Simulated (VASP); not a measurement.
CuI (Marshite), 2 atoms in the cell. Symmetry: F-43m, No. 216, cubic system. Conventional cell: a = 6.063 Å, b = 6.063 Å, c = 6.063 Å, α = 90.00°, β = 90.00°, γ = 90.00°. I (site symmetry -43m) has 4 Cu at 2.63 Å as nearest neighbours. Around Cu (site symmetry -43m) lie 4 I at 2.63 Å. 

| Quantity | Value |
| --- | --- |
| Program | VASP 6.6.1 |
| Task | relaxation of cell and atoms |
| Functional | r2SCAN |
| Dispersion | rVV10 |
| Potentials or basis | VASP PAW PBE potentials, release 64 (I, Cu) |
| Cutoff | 600 eV |
| k mesh | 8 × 8 × 8 |
| Occupations | gaussian, width 0.05 eV |
| Spin | no spin polarisation |
| Further INCAR settings | ALGO = Normal; EDIFF = 1e-07; IBRION = 2; EDIFFG = -0.01; NSW = 60; ISIF = 3 |

Potentials or basis: VASP PAW PBE potentials, release 64 (I, Cu).

Command:

```console
$ cat potpaw_PBE.64/I/POTCAR potpaw_PBE.64/Cu/POTCAR > POTCAR
$ mpirun -np 1 vasp_std > vasp.out
```

Hardware: 1 thread of Intel(R) Xeon(R) 6975P-C (Granite Rapids) (shared host).

How long does it take, and how much memory?

It took 4.5 min on 1 thread of Intel(R) Xeon(R) 6975P-C (Granite Rapids), with other jobs on the host, peak memory 0.41 GiB. Counts: scf iterations 44, k points 29, ion steps 3.
